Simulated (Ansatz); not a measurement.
# SiO2: the cost of one run

Method: DFT, PBE, plane-wave PAW, default files, scalar-relativistic, in Ansatz 0.2.0.

1 further run of the same task is left out (it didn't finish).

## Step 1: The system as given

The structure is trigonal, space group R-3m (No. 166). The conventional cell has a = 13.597 Å, b = 13.597 Å, c = 14.836 Å, α = 90.00°, β = 90.00°, γ = 120.00°. Si (site symmetry 1) has 4 O at 1.61 to 1.62 Å as nearest neighbours. O (site symmetry 2) has 2 Si at 1.61 Å as nearest neighbours. Around O (site symmetry m) lie 2 Si at 1.62 Å. O (site symmetry m) has 2 Si at 1.61 Å as nearest neighbours.

As a file:

```cif
data_structure
_symmetry_space_group_name_H-M 'P 1'
_symmetry_Int_Tables_number 1
_cell_length_a 9.2781
_cell_length_b 9.2781
_cell_length_c 9.2781
_cell_angle_alpha 94.235
_cell_angle_beta 94.235
_cell_angle_gamma 94.235
_cell_volume 791.79
loop_
_atom_site_label
_atom_site_type_symbol
_atom_site_fract_x
_atom_site_fract_y
_atom_site_fract_z
_atom_site_occupancy
Si1 Si 0.33291 0.10448 0.87550 1
Si2 Si 0.10448 0.87550 0.33291 1
Si3 Si 0.87550 0.33291 0.10448 1
Si4 Si 0.12450 0.89552 0.66709 1
Si5 Si 0.89552 0.66709 0.12450 1
Si6 Si 0.66709 0.12450 0.89552 1
Si7 Si 0.66709 0.89552 0.12450 1
Si8 Si 0.89552 0.12450 0.66709 1
Si9 Si 0.12450 0.66709 0.89552 1
Si10 Si 0.87550 0.10448 0.33291 1
Si11 Si 0.10448 0.33291 0.87550 1
Si12 Si 0.33291 0.87550 0.10448 1
O1 O 0.26260 0.00000 0.73740 1
O2 O 0.00000 0.73740 0.26260 1
O3 O 0.73740 0.26260 0.00000 1
O4 O 0.73740 0.00000 0.26260 1
O5 O 0.00000 0.26260 0.73740 1
O6 O 0.26260 0.73740 0.00000 1
O7 O 0.68066 0.97803 0.97803 1
O8 O 0.97803 0.97803 0.68066 1
O9 O 0.97803 0.68066 0.97803 1
O10 O 0.02197 0.02197 0.31934 1
O11 O 0.02197 0.31934 0.02197 1
O12 O 0.31934 0.02197 0.02197 1
O13 O 0.25040 0.89017 0.25040 1
O14 O 0.25040 0.25040 0.89017 1
O15 O 0.89017 0.25040 0.25040 1
O16 O 0.10983 0.74960 0.74960 1
O17 O 0.74960 0.10983 0.74960 1
O18 O 0.74960 0.74960 0.10983 1
O19 O 0.50000 0.85256 0.14744 1
O20 O 0.14744 0.50000 0.85256 1
O21 O 0.85256 0.14744 0.50000 1
O22 O 0.50000 0.14744 0.85256 1
O23 O 0.85256 0.50000 0.14744 1
O24 O 0.14744 0.85256 0.50000 1
```

## Step 2: Relaxation of the positions

File input.yaml:

```yaml
crystal:
  lattice:
    - [6.7984988707, 3.9251151531, 4.9453227949]
    - [-6.7984988707, 3.9251151531, 4.9453227949]
    - [0.0, -7.8502303062, 4.9453227949]
  atoms:
    - { symbol: Si, position: [0.33290599, 0.10448426, 0.87550248] }
    - { symbol: Si, position: [0.10448426, 0.87550248, 0.33290599] }
    - { symbol: Si, position: [0.87550248, 0.33290599, 0.10448426] }
    - { symbol: Si, position: [0.12449752, 0.89551574, 0.66709401] }
    - { symbol: Si, position: [0.89551574, 0.66709401, 0.12449752] }
    - { symbol: Si, position: [0.66709401, 0.12449752, 0.89551574] }
    - { symbol: Si, position: [0.66709401, 0.89551574, 0.12449752] }
    - { symbol: Si, position: [0.89551574, 0.12449752, 0.66709401] }
    - { symbol: Si, position: [0.12449752, 0.66709401, 0.89551574] }
    - { symbol: Si, position: [0.87550248, 0.10448426, 0.33290599] }
    - { symbol: Si, position: [0.10448426, 0.33290599, 0.87550248] }
    - { symbol: Si, position: [0.33290599, 0.87550248, 0.10448426] }
    - { symbol: O, position: [0.26260449, 0.0, 0.73739551] }
    - { symbol: O, position: [0.0, 0.73739551, 0.26260449] }
    - { symbol: O, position: [0.73739551, 0.26260449, 0.0] }
    - { symbol: O, position: [0.73739551, 0.0, 0.26260449] }
    - { symbol: O, position: [0.0, 0.26260449, 0.73739551] }
    - { symbol: O, position: [0.26260449, 0.73739551, 0.0] }
    - { symbol: O, position: [0.68065733, 0.97803227, 0.97803227] }
    - { symbol: O, position: [0.97803227, 0.97803227, 0.68065733] }
    - { symbol: O, position: [0.97803227, 0.68065733, 0.97803227] }
    - { symbol: O, position: [0.02196773, 0.02196773, 0.31934267] }
    - { symbol: O, position: [0.02196773, 0.31934267, 0.02196773] }
    - { symbol: O, position: [0.31934267, 0.02196773, 0.02196773] }
    - { symbol: O, position: [0.25040484, 0.89017006, 0.25040484] }
    - { symbol: O, position: [0.25040484, 0.25040484, 0.89017006] }
    - { symbol: O, position: [0.89017006, 0.25040484, 0.25040484] }
    - { symbol: O, position: [0.10982994, 0.74959516, 0.74959516] }
    - { symbol: O, position: [0.74959516, 0.10982994, 0.74959516] }
    - { symbol: O, position: [0.74959516, 0.74959516, 0.10982994] }
    - { symbol: O, position: [0.5, 0.85256089, 0.14743911] }
    - { symbol: O, position: [0.14743911, 0.5, 0.85256089] }
    - { symbol: O, position: [0.85256089, 0.14743911, 0.5] }
    - { symbol: O, position: [0.5, 0.14743911, 0.85256089] }
    - { symbol: O, position: [0.85256089, 0.5, 0.14743911] }
    - { symbol: O, position: [0.14743911, 0.85256089, 0.5] }
kpoints:
  mp_grid: { grid: [3, 3, 3] }
scf:
  occupations: { method: fermi_dirac, width: 0.02 }
hamiltonian:
  xc: pbe
  pseudopotentials: { kind: paw }
output:
  forces: true
  stress: true
  populations: true
  efg: { quadrupole_moments_barn: { O: -0.02558 }, contact_densities: true }
relax:
  f_tol: 0.02
  max_steps: 60
```

Run with:

```sh
$ ansatz run input.yaml --threads 4 --pin off --max-ram 8192MiB --backend cpu --events-out ev --progress --plain --runs-dir out
```

**Question.** How long does this run take on 4 threads of Arm Neoverse V2, shared host, and how much memory does it need?

About 78 s, with a peak of 2.6 GiB.
